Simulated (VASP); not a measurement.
Runs of VASP 6.6.1 on BN. The structure is orthorhombic, space group Fmm2 (No. 42). Conventional cell: a = 2.503 Å, b = 6.991 Å, c = 4.332 Å, α = 90.00°, β = 90.00°, γ = 90.00°. N (site symmetry mm2) is surrounded by 3 B at 1.44 Å. Around B (site symmetry mm2) lie 3 N at 1.44 Å. Measurements of this composition are mostly on another form, of space group No. 194.

```csv
task,level,potentials or basis,k mesh,cutoff (eV),further INCAR settings,mesh quality,gap on the mesh (eV),pressure (GPa),largest force (eV/Å)
band structure,LDA,"VASP PAW LDA potentials, release 64 (N, B)",12 × 12 × 12,520,ALGO = Fast; EDIFF = 1e-07,not flagged,3.64,-3.8,0.01
dielectric tensor,PBE,"VASP PAW PBE potentials, release 64 (N, B)",12 × 12 × 12,520,ALGO = Fast; EDIFF = 1e-08,not flagged,3.84,-,-
band structure,TB-mBJ,"VASP PAW PBE potentials, release 64 (N, B)",12 × 12 × 12,520,ALGO = Normal; EDIFF = 1e-07,not flagged,(a),-,-
band structure,PBE,"VASP PAW PBE potentials, release 64 (N, B)",12 × 12 × 12,520,ALGO = Fast; EDIFF = 1e-07,not flagged,3.84,3.3,0.01
band structure,PBE,"VASP PAW PBE potentials, release 64 (N_GW, B_GW)",12 × 12 × 12,450,ALGO = Fast; EDIFF = 1e-07,not flagged,3.85,-,0.01
single point,PBE,"VASP PAW PBE potentials, release 64 (N, B)",3 × 3 × 3,520,ALGO = Fast; EDIFF = 1e-07,coarse,4.30,(b),0.01
band structure,r2SCAN,"VASP PAW PBE potentials, release 64 (N, B)",12 × 12 × 12,520,ALGO = Normal; EDIFF = 1e-07,not flagged,4.35,-0.1,0.01
```

Alike in all rows: no spin polarisation; cell as given; smearing gaussian 0.02 eV.

Problem. Estimate the missing entries.

Solution. (a) 5.52; (b) 3.2.

Caveats: some runs use coarse meshes; the PAW data sets were made with another functional, which shifts forces and pressure a little (some runs); the cutoff is under 1.25 times the usual one of these potentials, so pressure, stress and relaxed cells hold a basis-set (Pulay) error (some runs); an odd mesh through Γ misses points on the zone boundary, where band edges often lie (some runs).
